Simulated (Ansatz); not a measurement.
A 14-atom cell of Hf3N4 (I-43d) from a materials database was relaxed with 3 functionals in Ansatz 0.2.0, cell and atoms free, the symmetry of the start kept (meshes: PBE 6×6×6, r2SCAN 6×6×6, PBEsol 6×6×6). No spin polarisation and no zero-point or thermal motion.

The PBE result:
```cif
data_structure
_symmetry_space_group_name_H-M 'P 1'
_symmetry_Int_Tables_number 1
_cell_length_a 5.8313
_cell_length_b 5.8313
_cell_length_c 5.8313
_cell_angle_alpha 109.471
_cell_angle_beta 109.471
_cell_angle_gamma 109.471
_cell_volume 152.64
loop_
_atom_site_label
_atom_site_type_symbol
_atom_site_fract_x
_atom_site_fract_y
_atom_site_fract_z
_atom_site_occupancy
Hf1 Hf 0.87500 0.25000 0.12500 1
Hf2 Hf 0.12500 0.87500 0.25000 1
Hf3 Hf 0.37500 0.62500 0.75000 1
Hf4 Hf 0.25000 0.12500 0.87500 1
Hf5 Hf 0.75000 0.37500 0.62500 1
Hf6 Hf 0.62500 0.75000 0.37500 1
N1 N 0.50000 0.00000 0.63331 1
N2 N 0.13331 0.50000 0.00000 1
N3 N 0.36669 0.36669 0.36669 1
N4 N 0.00000 0.13331 0.50000 1
N5 N 0.86669 0.86669 0.86669 1
N6 N 0.00000 0.63331 0.50000 1
N7 N 0.50000 0.00000 0.13331 1
N8 N 0.63331 0.50000 0.00000 1
```

Space group I-43d (No. 220), cubic; conventional cell a = 6.733 Å, 10.90 Å³ an atom. Hf has 8 N at 2.21–2.46 Å; N has 6 Hf at 2.21–2.46 Å.

(1) Order the functionals by the relaxed volume, smallest first.
A. r2SCAN
B. PBE
C. PBEsol

(2) What lattice does PBEsol give?

(3) How does the cell change with r2SCAN?

(4) Held at the r2SCAN cell, what mean stress does PBE find, and does its sign point to its own minimum?

Answers

(1) C (10.51 Å³/atom), A (10.78 Å³/atom), B (10.90 Å³/atom).

(2) a = 6.651 Å; the volume differs by -3.6 % from PBE's. Hf is surrounded by 8 N at 2.21–2.40 Å; N is surrounded by 6 Hf at 2.21–2.40 Å.

(3) a = 6.707 Å; the volume differs by -1.2 % from PBE's. Hf has 8 N at 2.19–2.46 Å; N has 6 Hf at 2.19–2.46 Å.

(4) Yes. PBE +4.38 GPa, and its relaxed volume is +1.2 % from r2SCAN's. Compression counts positive, so a positive stress asks for a larger cell.
